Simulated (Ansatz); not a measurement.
# LDA, PBE, PBEsol and r²SCAN on Zr

```
CELL_PARAMETERS angstrom
-1.81000 1.81000 1.81000
1.81000 -1.81000 1.81000
1.81000 1.81000 -1.81000
ATOMIC_POSITIONS crystal
Zr 0.00000 0.00000 0.00000
```

The conventional cell has a = 3.620 Å, b = 3.620 Å, c = 3.620 Å, α = 90.00°, β = 90.00°, γ = 90.00°. Around Zr (atom 1) lie 8 Zr at 3.14 Å.

The cell comes from COD entry 9008559, which wasn't checked; take it as a given geometry.

One fixed cell is solved with several functionals by PAW with the default files in Ansatz 0.2.0, scalar-relativistically. A positive pressure means that the functional wants a larger cell.

The PAW files were made with PBE; their cores are remade for each functional.

Settings: a Γ-centred 16×16×16 k mesh, Fermi–Dirac smearing of 0.03 eV, cutoff 420 eV, no spin polarisation.

Cutoffs: PBE 420 eV, LDA 420 eV, PBEsol 420 eV, r²SCAN 500 eV.

(1) One of the runs gave P (GPa) = -3.15, lowest level at Γ above −25 eV, from the valence-band top or, without a gap, the Fermi level (eV) = -5.33. Which setting was it?
A. PBE
B. LDA
C. r²SCAN
D. PBEsol

## Answers

(1) A. The full set:
```json
{"setting": "PBE", "P (GPa)": "-3.15", "lowest level at Γ above −25 eV, from the valence-band top or, without a gap, the Fermi level (eV)": "-5.33"}
{"setting": "LDA", "P (GPa)": "-9.56", "lowest level at Γ above −25 eV, from the valence-band top or, without a gap, the Fermi level (eV)": "-5.33"}
{"setting": "PBEsol", "P (GPa)": "-6.80", "lowest level at Γ above −25 eV, from the valence-band top or, without a gap, the Fermi level (eV)": "-5.35"}
{"setting": "r²SCAN", "P (GPa)": "-2.69", "lowest level at Γ above −25 eV, from the valence-band top or, without a gap, the Fermi level (eV)": "-5.68"}
```
